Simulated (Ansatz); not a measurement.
**Cold compression of As (bcc type)**

```
As
1.0
    -1.68398    1.68398    1.68398
     1.68398   -1.68398    1.68398
     1.68398    1.68398   -1.68398
As
1
Direct
  0.00000 0.00000 0.00000
```

The cell comes from a relaxation on PAW files under the same functional, begun from a prototype that needn't be the stable phase.

Its volume is scaled at fixed shape and fractional positions.

Computed with Ansatz 0.2.0; functional PBE, scalar-relativistic. Settings: a Γ-centred 16×16×16 k mesh, Fermi–Dirac smearing of 0.05 eV, no spin polarisation. Methods: LAPW: all electrons, basis error target 1 meV/atom; PAW: frozen-core files, cutoff 420 eV; crystal datasets: all electrons, by PAW datasets that the program makes for each cell; norm-conserving: pseudopotentials, cutoff 1143 eV; PAW (cutoff 300 eV): frozen-core files, cutoff 300 eV.

Energies are extrapolated to zero smearing and count from the unscaled cell; pressure is positive in compression; gaps take the mesh and a band path. No temperature or zero-point motion is included.

```csv
V/V0,V (Å³/atom),P LAPW (GPa),ΔE LAPW (eV/atom),P PAW − LAPW (GPa),ΔE PAW − LAPW (meV/atom)
1.00,19.10,0.01,0.000,-0.01,0.0
0.95,18.15,?,?,?,?
0.85,16.24,18.21,0.139,-0.01,-0.1
0.75,14.33,42.9,0.489,-0.03,-0.3
0.65,12.42,87.1,1.240,-0.05,-0.8
0.55,10.51,173.6,2.735,-0.01,-1.1
0.45,8.60,362.4,5.773,0.19,-0.3
0.40,7.64,542.6,8.428,0.57,1.7
```

(1) Fit the Vinet equation to the LAPW pressures shown (residuals weighted by 1/(|P| + 0.03·Pmax)), and predict the pressure of the withheld row.

(2) At the smallest volume, how far do crystal datasets and norm-conserving and PAW (cutoff 300 eV) lie from LAPW in pressure?

(3) How do the Löwdin populations by LAPW change from the unscaled cell to the last row?

Answers

(1) The fit gives V0 = 19.14 Å³/atom, B0 = 71.5 GPa and B0′ = 5.12. At 18.15 Å³/atom, x = (V/V0)^(1/3) = 0.9825, and P = 3·B0·(1 − x)/x²·exp[1.5·(B0′ − 1)·(1 − x)] = 4.35 GPa. The run itself gave 4.42 GPa (-1.7 % off) and ΔE = 0.013 eV/atom.

(2) crystal datasets: 0.00 GPa; norm-conserving: +0.01 GPa; PAW (cutoff 300 eV): +3.28 GPa, on a LAPW pressure of 542.6 GPa.

(3) As 4s 1.89 → 1.50, As 4p 3.06 → 3.38 electrons an atom. These are projections on the shells that the free atoms fill; 0.05 e a cell lies outside them at the start and 0.15 e at the end.
